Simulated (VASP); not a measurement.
# CdSe (F-43m) in VASP: notebook

Runs on CdSe. Level: PBE. Tasks: single point, relaxation of cell and atoms.

Everything below comes from runs of VASP 6.6.1. Logs are shortened: lines on timing, memory, paths and dates and some standing lists are left out, and cuts for length are marked.

## 1. The undisturbed crystal

It takes space group F-43m (No. 216, cubic). The conventional cell has a = 6.196 Å, b = 6.196 Å, c = 6.196 Å, α = 90.00°, β = 90.00°, γ = 90.00°. Around Cd (site symmetry -43m) lie 4 Se at 2.68 Å. Around Se (site symmetry -43m) lie 4 Cd at 2.68 Å.

Measurements of this composition are mostly on another form, of space group No. 186.

## 2. Single point, PBE (cell and atoms relaxed from a first guess)

Input file INCAR:

```
SYSTEM = CdSe
  PREC = Accurate
  ENCUT = 520
  EDIFF = 1E-6
  ISMEAR = -1
  SIGMA = 0.08
  LREAL = .FALSE.
  LASPH = .TRUE.
  NELM = 100
  ALGO = Normal
  ISIF = 2
  LWAVE = .FALSE.
  LCHARG = .FALSE.
  GGA = PE
  NBANDS = 16
```

Input file KPOINTS:

```
Automatic mesh
0
G
  10 10 10
  0 0 0
```

Input file POSCAR:

```
CdSe
1.0
    0.0000000000      3.0980507512      3.0980507512
    3.0980507512      0.0000000000      3.0980507512
    3.0980507512      3.0980507512      0.0000000000
Cd Se
1 1
Direct
    0.0000000000      0.0000000000      0.0000000000
    0.2500000000      0.2500000000      0.2500000000
```

Potentials or basis: VASP PAW PBE potentials, release 64 (Cd, Se).

Run with:

```console
$ cat potpaw_PBE.64/Cd/POTCAR potpaw_PBE.64/Se/POTCAR > POTCAR
$ mpirun -np 1 vasp_std > vasp.out
```

OUTCAR:

```text
SYSTEM = CdSe
   PREC = Accurate
   ENCUT = 520
   EDIFF = 1E-6
   ISMEAR = -1
   LREAL = .FALSE.
   LASPH = .TRUE.
   NELM = 100
   ISIF = 2
   GGA = PE

 ion  position               nearest neighbor table
   1  0.000  0.000  0.000-   2 2.68   2 2.68   2 2.68   2 2.68
   2  0.250  0.250  0.250-   1 2.68   1 2.68   1 2.68   1 2.68

  LATTYP: Found a face centered cubic cell.
 ALAT       =     6.1961015024

  Lattice vectors:

 A1 = (   0.0000000000,   3.0980507512,   3.0980507512)
 A2 = (   3.0980507512,   0.0000000000,   3.0980507512)
 A3 = (   3.0980507512,   3.0980507512,   0.0000000000)

Analysis of symmetry for initial positions (statically):
=====================================================================
 Subroutine PRICEL returns:
 Original cell was already a primitive cell.

 Routine SETGRP: Setting up the symmetry group for a
 face centered cubic supercell.

 Subroutine GETGRP returns: Found 24 space group operations
 (whereof 24 operations were pure point group operations)
 out of a pool of 48 trial point group operations.

The static configuration has the point symmetry T_d .

Analysis of symmetry for dynamics (positions and initial velocities):
=====================================================================
 Subroutine PRICEL returns:
 Original cell was already a primitive cell.

 Routine SETGRP: Setting up the symmetry group for a
 face centered cubic supercell.

 Subroutine GETGRP returns: Found 24 space group operations
 (whereof 24 operations were pure point group operations)
 out of a pool of 48 trial point group operations.

The dynamic configuration has the point symmetry T_d .

 Subroutine INISYM returns: Found 24 space group operations
 (whereof 24 operations are pure point group operations),
 and found     1 'primitive' translations

----------------------------------------------------------------------------------------

                                     Primitive cell

  volume of cell :      59.4697

  direct lattice vectors                    reciprocal lattice vectors
     0.000000000  3.098050751  3.098050751    -0.161391804  0.161391804  0.161391804
     3.098050751  0.000000000  3.098050751     0.161391804 -0.161391804  0.161391804
     3.098050751  3.098050751  0.000000000     0.161391804  0.161391804 -0.161391804

  length of vectors
     4.381305389  4.381305389  4.381305389     0.279538805  0.279538805  0.279538805
[... 63 lines left out ...]
   k-points           NKPTS =     47   k-points in BZ     NKDIM =     47   number of bands    NBANDS=     16
   number of dos      NEDOS =    301   number of ions     NIONS =      2
   total plane-waves  NPLWV =  46656
   dimension x,y,z NGX =    36 NGY =   36 NGZ =   36
   dimension x,y,z NGXF=    72 NGYF=   72 NGZF=   72
   ions per type =               1   1
   NGX,Y,Z   is equivalent  to a cutoff of  13.66, 13.66, 13.66 a.u.
   NGXF,Y,Z  is equivalent  to a cutoff of  27.32, 27.32, 27.32 a.u.
 SYSTEM =  CdSe
   PREC   = accura    normal or accurate (medium, high low for compatibility)
   ISTART =      0    job   : 0-new  1-cont  2-samecut
   ICHARG =      2    charge: 1-file 2-atom 10-const
   ISPIN  =      1    spin polarized calculation?
   LNONCOLLINEAR =      F non collinear calculations
   LSORBIT =      F    spin-orbit coupling
   LASPH  =      T    aspherical Exc in radial PAW
   ENCUT  =  520.0 eV  38.22 Ry    6.18 a.u.   8.15  8.15  8.15*2*pi/ulx,y,z
   NELM   =    100;   NELMIN=  2; NELMDL= -5     # of ELM steps
   EDIFF  = 0.1E-05   stopping-criterion for ELM
   LREAL  =      F    real-space projection
[... 7 lines left out ...]
   TEBEG  =    0.0;   TEEND  =   0.0 temperature during run
   PSTRESS=    0.0 pullay stress
   NELECT =      18.0000    total number of electrons
   NUPDOWN=      -1.0000    fix difference up-down
   EMIN   =  10.00;   EMAX   =-10.00  energy-range for DOS
   EFERMI =   0.00;   METHOD = LEGACY
   ISMEAR =    -1;   SIGMA  =   0.08  broadening in eV -4-tet -1-fermi 0-gaus
   EFERMI_NEDOS =   21; number of points for ismear=-14 and -15
   IALGO  =     38    algorithm
   IMIX   =      4    mixing-type and parameters
     AMIX     =   0.40;   BMIX     =  1.00
     AMIX_MAG =   1.60;   BMIX_MAG =  1.00
  volume/ion in A,a.u.               =      29.73       200.66
  Fermi-wavevector in a.u.,A,eV,Ry     =   1.099176  2.077141 16.438387  1.208187
  Thomas-Fermi vector in A             =   2.235566
   LORBIT       =      0    0 simple, 1 ext, 2 COOP (PROOUT), +10 PAW based schemes
   GGA     = PE    functional components
[... 5 lines left out ...]
 non-spin polarized calculation
  energy-cutoff  :      520.00
  volume of cell :       59.47
 maximum number of plane-waves:      1639
 NGX is ok and might be reduce to    36
   NGX = 17   NGY = 17   NGZ = 17

 number of electron      18.0000000 magnetization

 Free energy of the ion-electron system (eV)
  ---------------------------------------------------
  ext. energy  EPLUGINS =         0.00000000
  ---------------------------------------------------
  free energy    TOTEN  =        -5.49994807 eV

  energy without entropy =       -5.49969150  energy(sigma->0) =       -5.49981978

 E-fermi :   0.8797     XC(G=0):  -8.6357

 val. band max:        0.5148174261   @ k =   0.0000   0.0000   0.0000
 cond. band min:       1.0085082936   @ k =   0.0000   0.0000   0.0000
 fundamental gap:      0.4936908676
 Fermi energy:         0.8796659603

 k-point     1 :       0.0000    0.0000    0.0000
  band No.  band energies     occupation
      1     -11.7826      2.00000
      2      -7.2470      2.00000
      3      -7.2470      2.00000
      4      -7.2470      2.00000
      5      -6.9293      2.00000
      6      -6.9293      2.00000
[... 433 lines left out ...]
      3      -7.0816      2.00000
      4      -7.0356      2.00000
      5      -6.8917      2.00000
      6      -6.7773      2.00000
[... 8 lines left out ...]
     15      12.5902      0.00000
     16      13.8715      0.00000

 [... further k-points ...]
[... 5 lines left out ...]
  --------------------------------------------------------------------------------------
  -------------------------------------------------------------------------------------
  Total        0.0920911      0.0920911      0.0920911      0.0000000     -0.0000000     -0.0000000
  in kB        2.4810328      2.4810328      2.4810328      0.0000000     -0.0000000     -0.0000000
  external PRESSURE =       2.4810328 kB  Pullay stress =       0.0000000 kB

 VOLUME and BASIS-vectors are now :
 -----------------------------------------------------------------------------
  energy-cutoff  :      520.00
  volume of cell :       59.47
      direct lattice vectors                 reciprocal lattice vectors
     0.000000000  3.098050751  3.098050751    -0.161391804  0.161391804  0.161391804
     3.098050751  0.000000000  3.098050751     0.161391804 -0.161391804  0.161391804
     3.098050751  3.098050751  0.000000000     0.161391804  0.161391804 -0.161391804

 POSITION                                       TOTAL-FORCE (eV/Angst)
 -----------------------------------------------------------------------------------
      0.00000      0.00000      0.00000        -0.000000     -0.000000      0.000000
      1.54903      1.54903      1.54903         0.000000      0.000000     -0.000000
 -----------------------------------------------------------------------------------
    total drift:                               -0.000000     -0.000000     -0.000000

  FREE ENERGIE OF THE ION-ELECTRON SYSTEM (eV)
  ---------------------------------------------------
  free  energy   TOTEN  =        -5.4999480663 eV

  energy  without entropy=       -5.4996914963  energy(sigma->0) =       -5.49981978
```

stdout:

```text
POSCAR found type information on POSCAR CdSe
 POSCAR found :  2 types and       2 ions
 scaLAPACK will be used
 LDA part: xc-table for (Slater+PW92), standard interpolation
 POSCAR, INCAR and KPOINTS ok, starting setup
 FFT: planning ... GRIDC
 FFT: planning ... GRID_SOFT
 FFT: planning ... GRID
 WAVECAR not read
 entering main loop
```

It took 37 s on 1 thread of Intel Xeon Platinum 8259CL at 2.50GHz (Skylake/Cascade Lake), shared host; peak memory 0.22 GiB.

What came out:

```yaml
Free_energy: -5.4999 eV
Pressure: 0.2 GPa
Band_gap_on_the_k_mesh: 0.49 eV, direct
```

Levels at points of the mesh, in eV from the valence-band top:
| k point | band 7 | band 8 | band 9 | band 10 | band 11 | band 12 |
| --- | --- | --- | --- | --- | --- | --- |
| (0.00, 0.00, 0.00) | 0.00 | 0.00 | 0.00 | 0.49 | 5.93 | 5.93 |
| (0.50, 0.00, 0.00) | -4.07 | -0.67 | -0.67 | 2.32 | 6.43 | 6.43 |
| (0.50, 0.50, 0.00) | -3.83 | -1.67 | -1.67 | 3.24 | 3.69 | 8.86 |

## 3. Relaxation of cell and atoms, PBE (cell and atoms relaxed from a first guess)

Input file INCAR:

```
PREC = Accurate
ENCUT = 600
EDIFF = 1E-6
ISMEAR = -1
SIGMA = 0.08
LREAL = False
LASPH = True
NELM = 100
ALGO = Normal
ISIF = 3
LWAVE = False
LCHARG = False
GGA = PE
IBRION = 2
NSW = 100
EDIFFG = -0.005
```

Input file KPOINTS:

```
regular mesh
0
Gamma
  10 10 10
```

Input file POSCAR:

```
CdSe
1.0
    0.0000000000      3.1053142479      3.1053142479
    3.1053142479      0.0000000000      3.1053142479
    3.1053142479      3.1053142479      0.0000000000
Cd Se
1 1
Direct
    0.0000000000      0.0000000000      0.0000000000
    0.2500000000      0.2500000000      0.2500000000
```

Potentials or basis: VASP PAW PBE potentials, release 64 (Cd, Se).

Run with:

```console
$ cat potpaw_PBE.64/Cd/POTCAR potpaw_PBE.64/Se/POTCAR > POTCAR
$ mpirun -np 1 vasp_std > vasp.out
```

It took 61 s on 1 thread of Intel Xeon Platinum 8259CL at 2.50GHz (Skylake/Cascade Lake), shared host; peak memory 0.24 GiB.

The run converged. Its results:

| Property | Result |
| --- | --- |
| Free energy | -5.5000 eV |
| Relaxed volume | 29.87 Å³/atom |
| Relaxed cell | a = 4.388 Å, b = 4.388 Å, c = 4.388 Å, α = 60.00°, β = 60.00°, γ = 60.00° |
| Space group after relaxing (to 0.05 Å) | F-43m (No. 216) |
| Energy gained by relaxing | 0.0 meV/atom |
| Ionic steps | 3 |
| Pressure after relaxing | 0.0 GPa |
| Band gap on the k mesh | 0.48 eV, direct |

Final structure:
```
Cd Se
1.0
     0.00000    3.10291    3.10291
     3.10291    0.00000    3.10291
     3.10291    3.10291    0.00000
Cd Se
1 1
Cartesian
  0.0000 0.0000 0.0000
  1.5515 1.5515 1.5515
```

Levels at points of the mesh, in eV from the valence-band top:
| k point | band 5 | band 6 | band 7 | band 8 | band 9 | band 10 | band 11 | band 12 | band 13 |
| --- | --- | --- | --- | --- | --- | --- | --- | --- | --- |
| (0.00, 0.00, 0.00) | -7.44 | -7.44 | 0.00 | 0.00 | 0.00 | 0.48 | 5.93 | 5.93 | 5.93 |
| (0.50, 0.00, 0.00) | -7.42 | -7.19 | -4.05 | -0.67 | -0.67 | 2.31 | 6.42 | 6.42 | 7.24 |
| (0.50, 0.50, 0.00) | -7.39 | -7.13 | -3.81 | -1.66 | -1.66 | 3.25 | 3.69 | 8.84 | 9.86 |
